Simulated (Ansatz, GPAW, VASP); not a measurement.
Si: programs and potentials compared

```xyz
2
Lattice="0.0000 2.7219 2.7219 2.7219 0.0000 2.7219 2.7219 2.7219 0.0000" Properties=species:S:1:pos:R:3 pbc="T T T"
Si    2.7219    2.7219    2.7219
Si    4.0828    4.0828    4.0828
```

Alike in all runs: task single point; functional PBE; k mesh 8 × 8 × 8; occupations gaussian, width 0.029 eV; no spin polarisation; no spin-orbit coupling. Pressure is positive in compression and, in plane waves, holds the error of the finite cutoff.

```json
{"program and potentials": "Ansatz, all-electron LAPW, scalar-relativistic", "plane-wave cutoff (eV)": "-", "notes": "-", "band gap (eV)": "0.63", "pressure (GPa)": "1.31"}
{"program and potentials": "VASP, PBE PAW files Si, 520 eV", "plane-wave cutoff (eV)": "520", "notes": "-", "band gap (eV)": "0.63", "pressure (GPa)": "1.26"}
{"program and potentials": "GPAW, GPAW PAW data sets (gpaw-data 1.2.1)", "plane-wave cutoff (eV)": "600", "notes": "-", "band gap (eV)": "0.62", "pressure (GPa)": "1.61"}
```

The band gap spans 0.62 (GPAW, GPAW PAW data sets (gpaw-data 1.2.1)) to 0.63 eV (VASP, PBE PAW files Si, 520 eV), with all-electron results at 0.63. The pressure spans 1.26 (VASP, PBE PAW files Si, 520 eV) to 1.61 GPa (GPAW, GPAW PAW data sets (gpaw-data 1.2.1)), with all-electron results at 1.31. The gap is indirect and read on the mesh alone.

Differences between rows come from potentials, basis sets and numerical settings, since the functional is the same but for its coding. Runs on potential files found faulty are left out.
